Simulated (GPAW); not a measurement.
## Co: single point with PBE

Crystal: Co.

```xyz
1
Lattice="-1.4146 1.3929 1.3922 1.4430 -1.3751 1.4028 1.4113 1.3718 -1.3744" Properties=species:S:1:pos:R:3 pbc="T T T"
Co    0.0000    0.0000    0.0000
```

This isn't the form of Co at room conditions, which is hcp.

The cell isn't the ideal one: cell sheared at random, sigma 0.01, atoms nudged by 0.01 Å.

```yaml
Program: GPAW 26.7.0
Task: single point
Functional: PBE
Potentials_or_basis: GPAW PAW data sets (gpaw-data 1.2.1)
Cutoff: 600 eV
Basis: pw
k_mesh: 13 × 13 × 13
Occupations: fermi-dirac, width 0.05 eV
Spin: collinear spin, ferromagnetic start
Starting_moments: "[2.0] μB"
```

- Pressure: 0.8 GPa
- Band gap on the k mesh: none (metal or under the smearing width)
- Net moment: 1.71 μB per cell
- Site moments: Co +1.77 μB

Stress tensor (GPa, compression positive):
```
 1.73  0.41 -2.89
 0.41  0.12 -1.91
-2.89 -1.91  0.59
```

Levels at points of the mesh, in eV from the Fermi level:
Spin up:
```tsv
k point	band 3	band 4	band 5	band 6	band 7	band 8
(0.00, 0.00, 0.00)	-3.06	-2.91	-1.99	-1.92	24.84	25.55
```
Spin down:
```tsv
k point	band 2	band 3	band 4	band 5	band 6	band 7
(0.00, 0.00, 0.00)	-1.67	-1.54	-1.33	0.23	0.44	24.52
```

Run time: 3 min on 1 thread of Arm Neoverse V2 (shared host), peak memory 0.39 GiB.
